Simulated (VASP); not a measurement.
# HgTe (Coloradoite) (F-43m) in VASP: a series of runs, part 2 of 2

VASP 6.6.1.

### Step 3. Band structure, PBE, spin-orbit coupling, no magnetisation

File INCAR:

```
SYSTEM = HgTe
  PREC = Accurate
  ENCUT = 520
  EDIFF = 1E-6
  ISMEAR = 0
  SIGMA = 0.03
  LREAL = .FALSE.
  LASPH = .TRUE.
  NELM = 80
  ALGO = Normal
  ISIF = 2
  LWAVE = .FALSE.
  LCHARG = .FALSE.
  LNONCOLLINEAR = .TRUE.
  MAGMOM = 0 0 0 0 0 0
  LORBIT = 11
  LSORBIT = .TRUE.
  GGA_COMPAT = .FALSE.
  GGA = PE
  KPAR = 4
```

File KPOINTS:

```
Automatic mesh
0
G
  10 10 10
  0 0 0
```

File POSCAR:

```
HgTe                                    
1.0
    0.0000000000      3.2580088205      3.2580088205
    3.2580088205      0.0000000000      3.2580088205
    3.2580088205      3.2580088205      0.0000000000
  Hg              Te            
     1     1
Direct
     0.0000000000000000    0.0000000000000000    0.0000000000000000
     0.2500000000000000    0.2500000000000000    0.2500000000000000
```

KPOINTS_OPT is that of step 2.

Potentials or basis: VASP PAW PBE potentials, release 64 (Hg, Te).

On the command line:

```sh
cat potpaw_PBE.64/Hg/POTCAR potpaw_PBE.64/Te/POTCAR > POTCAR
mpirun -np 4 vasp_ncl > vasp.out
```

Run time: 4.6 min. Hardware: 4 MPI ranks of Intel Xeon Platinum 8488C (Sapphire Rapids), shared host; peak memory 0.59 GiB.

Results (log left out):

| Quantity | Value |
| --- | --- |
| Free energy | -4.0170 eV |
| Pressure | 2.3 GPa |
| Valence electrons inside the program's atomic spheres | Hg 10.52; Te 3.37 |

### Step 4. Band structure, TB-mBJ

POSCAR is that of step 3.

File INCAR.step1:

```
SYSTEM = HgTe
  PREC = Accurate
  ENCUT = 520
  EDIFF = 1E-5
  ISMEAR = 0
  SIGMA = 0.03
  LREAL = .FALSE.
  LASPH = .TRUE.
  NELM = 80
  ALGO = Normal
  ISIF = 2
  LWAVE = .TRUE.
  LCHARG = .FALSE.
  KPAR = 4
  GGA = PE
```

File INCAR.step2:

```
SYSTEM = HgTe
  PREC = Accurate
  ENCUT = 520
  EDIFF = 1E-6
  ISMEAR = 0
  SIGMA = 0.03
  LREAL = .FALSE.
  LASPH = .TRUE.
  NELM = 80
  ALGO = Normal
  ISIF = 2
  LWAVE = .FALSE.
  LCHARG = .FALSE.
  METAGGA = MBJ
  KPAR = 4
  ISTART = 1
```

KPOINTS is that of step 3.

KPOINTS_OPT is that of step 3.

On the command line:

```sh
cat potpaw_PBE.64/Hg/POTCAR potpaw_PBE.64/Te/POTCAR > POTCAR
cp INCAR.step1 INCAR
mpirun -np 4 vasp_std > vasp.out
cp INCAR.step2 INCAR
mpirun -np 4 vasp_std > vasp.out
```

Wall time 76 s (4 MPI ranks of Intel Xeon Platinum 8488C (Sapphire Rapids), shared host); peak memory 0.26 GiB.

The run converged. Its results:

```yaml
Band_gap_along_the_path: none (metal or under the smearing width)
```

Levels at the corners of the path, in eV from the Fermi level:
| point | band 7 | band 8 | band 9 | band 10 | band 11 | band 12 |
| --- | --- | --- | --- | --- | --- | --- |
| Γ | -0.02 | -0.01 | -0.01 | -0.01 | 4.68 | 4.68 |
| X | -5.00 | -2.05 | -2.05 | 2.34 | 3.21 | 8.83 |
| X | -5.00 | -2.05 | -2.05 | 2.34 | 3.21 | 8.83 |
| W | -5.05 | -2.35 | -2.28 | 3.36 | 5.15 | 5.88 |
| W | -5.05 | -2.35 | -2.28 | 3.36 | 5.15 | 5.88 |
| K | -5.01 | -2.59 | -1.70 | 2.70 | 4.53 | 7.50 |
| K | -5.01 | -2.59 | -1.70 | 2.70 | 4.53 | 7.50 |
| Γ | -0.02 | -0.01 | -0.01 | -0.01 | 4.68 | 4.68 |
| Γ | -0.02 | -0.01 | -0.01 | -0.01 | 4.68 | 4.68 |
| L | -5.00 | -0.89 | -0.89 | 1.28 | 5.43 | 5.43 |
| L | -5.00 | -0.89 | -0.89 | 1.28 | 5.43 | 5.43 |
| U | -5.01 | -2.59 | -1.70 | 2.70 | 4.53 | 7.50 |
| U | -5.01 | -2.59 | -1.70 | 2.70 | 4.53 | 7.50 |
| W | -5.05 | -2.35 | -2.28 | 3.36 | 5.15 | 5.88 |
| W | -5.05 | -2.35 | -2.28 | 3.36 | 5.15 | 5.88 |
| L | -5.00 | -0.89 | -0.89 | 1.28 | 5.43 | 5.43 |
| L | -5.00 | -0.89 | -0.89 | 1.28 | 5.43 | 5.43 |
| K | -5.01 | -2.59 | -1.70 | 2.70 | 4.53 | 7.50 |
| U | -5.01 | -2.59 | -1.70 | 2.70 | 4.53 | 7.50 |
| X | -5.00 | -2.05 | -2.05 | 2.34 | 3.21 | 8.83 |

Caveat: the PAW data sets were made with another functional, which shifts forces and pressure a little; spin-orbit coupling is left out, which moves the levels of the heavy elements.

### Step 5. Band structure, TB-mBJ, spin-orbit coupling, no magnetisation

POSCAR is that of step 4.

Changes to INCAR.step1 since step 4:

```diff
@@ -13,2 +13,7 @@
   LCHARG = .FALSE.
+  LNONCOLLINEAR = .TRUE.
+  MAGMOM = 0 0 0 0 0 0
+  LORBIT = 11
+  LSORBIT = .TRUE.
+  GGA_COMPAT = .FALSE.
   KPAR = 4
```

Changes to INCAR.step2 since step 4:

```diff
@@ -13,2 +13,7 @@
   LCHARG = .FALSE.
+  LNONCOLLINEAR = .TRUE.
+  MAGMOM = 0 0 0 0 0 0
+  LORBIT = 11
+  LSORBIT = .TRUE.
+  GGA_COMPAT = .FALSE.
   METAGGA = MBJ
```

KPOINTS is that of step 4.

KPOINTS_OPT is that of step 4.

Potentials or basis: VASP PAW PBE potentials, release 64 (Hg, Te).

On the command line:

```sh
cat potpaw_PBE.64/Hg/POTCAR potpaw_PBE.64/Te/POTCAR > POTCAR
cp INCAR.step1 INCAR
mpirun -np 4 vasp_ncl > vasp.out
cp INCAR.step2 INCAR
mpirun -np 4 vasp_ncl > vasp.out
```

OUTCAR:

```text
SYSTEM = HgTe
   PREC = Accurate
   ENCUT = 520
   EDIFF = 1E-6
   ISMEAR = 0
   LREAL = .FALSE.
   LASPH = .TRUE.
   NELM = 80
   ISIF = 2
   LNONCOLLINEAR = .TRUE.
   LORBIT = 11
   LSORBIT = .TRUE.
   METAGGA = MBJ
   ISTART = 1

 ion  position               nearest neighbor table
   1  0.000  0.000  0.000-   2 2.82   2 2.82   2 2.82   2 2.82
   2  0.250  0.250  0.250-   1 2.82   1 2.82   1 2.82   1 2.82

  LATTYP: Found a face centered cubic cell.
 ALAT       =     6.5160176410

  Lattice vectors:

 A1 = (   0.0000000000,   3.2580088205,   3.2580088205)
 A2 = (   3.2580088205,   0.0000000000,   3.2580088205)
 A3 = (   3.2580088205,   3.2580088205,   0.0000000000)

Analysis of symmetry for initial positions (statically):
[... 963 lines left out ...]
     0.0000000     0.0000000     0.0000000     0.0000000     0.0000000     0.0000000     0.0000000
     0.0000000     0.0000000     0.0000000     0.0000000     0.0000000     0.0000000     0.0000000
     0.0000000     0.0000000     0.0000000     0.0000000     0.0000000     0.0000000     0.0000000
     0.0000000     0.0000000     0.0000000     0.0000000     0.0000000     0.0000000     0.0000000
     0.0000000     0.0000000     0.0000000     0.0000000     0.0000000     0.0000000     0.0000000
     0.0000000     0.0000000     0.0000000     0.0000000     0.0000000     0.0000000     0.0000000
     0.0000000     0.0000000     0.0000000     0.0000000     0.0000000     0.0000000     0.0000000

 total charge

# of ion       s       p       d       tot
------------------------------------------
    1        0.662   0.384   9.339  10.385
    2        1.359   2.067   0.033   3.459
--------------------------------------------------
tot          2.020   2.451   9.372  13.844

 magnetization (x)

# of ion       s       p       d       tot
------------------------------------------
    1        0.000   0.000   0.000   0.000
    2       -0.000  -0.000  -0.000  -0.000
--------------------------------------------------
tot          0.000   0.000   0.000   0.000

 magnetization (y)

# of ion       s       p       d       tot
------------------------------------------
    1        0.000   0.000  -0.000   0.000
    2       -0.000   0.000  -0.000  -0.000
--------------------------------------------------
tot          0.000   0.000  -0.000   0.000

 magnetization (z)

# of ion       s       p       d       tot
------------------------------------------
    1       -0.000   0.000   0.000  -0.000
    2       -0.000  -0.000  -0.000  -0.000
--------------------------------------------------
tot         -0.000   0.000   0.000  -0.000
```

OUTCAR.step1:

```text
SYSTEM = HgTe
   PREC = Accurate
   ENCUT = 520
   EDIFF = 1E-5
   ISMEAR = 0
   LREAL = .FALSE.
   LASPH = .TRUE.
   NELM = 80
   ISIF = 2
   LNONCOLLINEAR = .TRUE.
   LORBIT = 11
   LSORBIT = .TRUE.
   GGA = PE

[... 1004 lines left out ...]

 magnetization (y)

# of ion       s       p       d       tot
------------------------------------------
    1        0.000   0.000   0.000   0.000
    2        0.000  -0.000   0.000  -0.000
--------------------------------------------------
tot          0.000  -0.000   0.000  -0.000

 magnetization (z)

# of ion       s       p       d       tot
------------------------------------------
    1       -0.000  -0.000   0.000   0.000
    2        0.000  -0.000   0.000  -0.000
--------------------------------------------------
tot          0.000  -0.000   0.000  -0.000
```

Wall time 7.2 min (4 MPI ranks of Intel Xeon Platinum 8488C (Sapphire Rapids), shared host); peak memory 0.67 GiB.

What came out:

```yaml
Valence_electrons_inside_the_program's_atomic_spheres: Hg 10.38; Te 3.46
```

Caveat: the PAW data sets were made with another functional, which shifts forces and pressure a little.

### Step 6. Summary

```csv
level,spin,pressure (GPa)
r2SCAN,off,1.2
PBE,"SOC, no magnetisation",2.3
TB-mBJ,off,-
TB-mBJ,"SOC, no magnetisation",-
```

Alike in all rows: task band structure; potentials or basis VASP PAW PBE potentials, release 64 (Hg, Te); cell as given; k mesh 10 × 10 × 10; cutoff (eV) 520; smearing gaussian 0.03 eV.

Caveats: the PAW data sets were made with another functional, which shifts forces and pressure a little (some runs); spin-orbit coupling is left out, which moves the levels of the heavy elements (some runs).

Total energies depend on the potentials used, so only differences within one code and one set of settings carry meaning.
